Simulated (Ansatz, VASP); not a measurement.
# Ga: VASP beside Ansatz

INCAR

```
PREC = Accurate
ENCUT = 520
EDIFF = 1E-7
ISMEAR = 0
SIGMA = 0.15
LREAL = False
LASPH = True
NELM = 100
ALGO = Normal
ISIF = 2
LWAVE = False
LCHARG = False
GGA = PS
NBANDS = 34
```

Contents of KPOINTS:

```
regular mesh
0
Gamma
  10 10 10
```

POSCAR

```
Ga
1.0
    2.2350478178     -3.7986615528      0.0000000000
    2.2350478178      3.7986615528      0.0000000000
    0.0000000000      0.0000000000      4.4897761201
Ga
4
Direct
    0.1559156097      0.8440843903      0.0832479706
    0.6559156097      0.3440843903      0.4167520294
    0.8440843903      0.1559156097      0.9167520294
    0.3440843903      0.6559156097      0.5832479706
```

Input for Ansatz:

```yaml
crystal:
  lattice:
    - [2.2350478178, -3.7986615528, 0.0]
    - [2.2350478178, 3.7986615528, 0.0]
    - [0.0, 0.0, 4.4897761201]
  atoms:
    - { symbol: Ga, position: [0.1559156097, 0.8440843903, 0.0832479706] }
    - { symbol: Ga, position: [0.6559156097, 0.3440843903, 0.4167520294] }
    - { symbol: Ga, position: [0.8440843903, 0.1559156097, 0.9167520294] }
    - { symbol: Ga, position: [0.3440843903, 0.6559156097, 0.5832479706] }
basis:
  ecutwfc: 420
kpoints:
  mp_grid: { grid: [10, 10, 10] }
hamiltonian:
  xc: pbesol
scf:
  occupations: { method: gaussian, width: 0.15 }
output:
  forces: true
  stress: true
  eigenvalues: true
  write_density: true
  write_potential: true
  elf: true
  volumetric_format: npy
```

Alike in both runs: task single point; functional PBEsol; k mesh 10 × 10 × 10; occupations gaussian, width 0.15 eV; no spin polarisation.

|  | VASP | Ansatz |
| --- | --- | --- |
| version | VASP 6.6.1 | Ansatz 0.2.0 |
| potentials or method | VASP PAW PBE potentials, release 64 (Ga_d) | scalar-relativistic, plane waves, PAW |
| plane-wave cutoff (eV) | 520 | 420 |
| valence electrons in the cell | 52 | 52 |

Ansatz gave:

| Quantity | Value |
| --- | --- |
| gap on the k mesh at the Fermi level (eV) | none |
| pressure (GPa) | 0.0 |
| largest component of the traceless stress (GPa) | 0.24 |
| rms of the force components (eV/Å) | 0.001 |

**Question.** Which values does VASP return?

**Answer.** gap on the k mesh at the Fermi level (eV): none; pressure (GPa): 0.1; largest component of the traceless stress (GPa): 0.26; rms of the force components (eV/Å): 0.005.

Atom by atom the forces differ by 0.004 eV/Å (rms over components). A gap of «none» marks a metal or a gap that the smearing closes.

Caveats: the PAW data sets were made with another functional, which shifts forces and pressure a little (VASP).
